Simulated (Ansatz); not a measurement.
Ru: do energies and stresses tell the same story?

These are results of Ansatz, DFT PBE, scalar-relativistic, plane waves, PAW, not measurements.

Settings: cutoff 420 eV, Γ-centred mesh 18×18×18 on the computed 1-atom cell, Gaussian smearing of 0.10 eV; no spin polarisation.

Relaxed cell: Fm-3m, a = 3.810 Å, b = 3.810 Å, c = 3.810 Å, α = 90.00°, β = 90.00°, γ = 90.00°, 1 atom in the primitive cell. This fcc form isn't the element's structure at ambient conditions.

Energies at zero smearing and pressures from the stress tensor, at volumes with shape and atoms relaxed:
```json
{"V (Å³/atom)": "12.169", "E − E(first) (meV/atom)": "0.00", "P (GPa)": "53.24"}
{"V (Å³/atom)": "12.584", "E − E(first) (meV/atom)": "-115.09", "P (GPa)": "36.27"}
{"V (Å³/atom)": "12.999", "E − E(first) (meV/atom)": "-189.86", "P (GPa)": "22.02"}
{"V (Å³/atom)": "13.414", "E − E(first) (meV/atom)": "-230.77", "P (GPa)": "10.06"}
{"V (Å³/atom)": "13.828", "E − E(first) (meV/atom)": "-243.26", "P (GPa)": "0.02"}
{"V (Å³/atom)": "14.243", "E − E(first) (meV/atom)": "-231.91", "P (GPa)": "-8.41"}
{"V (Å³/atom)": "14.658", "E − E(first) (meV/atom)": "-200.58", "P (GPa)": "-15.46"}
{"V (Å³/atom)": "15.211", "E − E(first) (meV/atom)": "-133.30", "P (GPa)": "-23.09"}
```

Question: Check P = −dE/dV between neighbouring volumes, and get the bulk modulus from the pressures alone.

Answer: With 1 eV/Å³ = 160.2 GPa:
```json
{"middle V (Å³/atom)": "12.376", "−ΔE/ΔV (GPa)": "44.448", "mean P (GPa)": "44.754"}
{"middle V (Å³/atom)": "12.791", "−ΔE/ΔV (GPa)": "28.877", "mean P (GPa)": "29.148"}
{"middle V (Å³/atom)": "13.206", "−ΔE/ΔV (GPa)": "15.798", "mean P (GPa)": "16.043"}
{"middle V (Å³/atom)": "13.621", "−ΔE/ΔV (GPa)": "4.825", "mean P (GPa)": "5.039"}
{"middle V (Å³/atom)": "14.036", "−ΔE/ΔV (GPa)": "-4.384", "mean P (GPa)": "-4.196"}
{"middle V (Å³/atom)": "14.451", "−ΔE/ΔV (GPa)": "-12.100", "mean P (GPa)": "-11.934"}
{"middle V (Å³/atom)": "14.935", "−ΔE/ΔV (GPa)": "-19.487", "mean P (GPa)": "-19.276"}
```

The two differ by 0.31 GPa at most. The mean of two end pressures misses the average over a step by about ΔV² P″/12, up to 0.24 GPa here; with that taken off 0.07 GPa remains. The stress is the derivative of the free energy, not of the energy at zero smearing, and with free energies 0.01 GPa remains. Around V = 13.828 Å³/atom, the two neighbours give B = −V ΔP/ΔV = 13.828 × 18.47 / 0.830 = 307.8 GPa, against B0 = 305.9 GPa from the Birch–Murnaghan fit of the energies.

Cost: 9 runs of about 0.63 core-minutes in all, on Arm Neoverse V1 (shared hosts).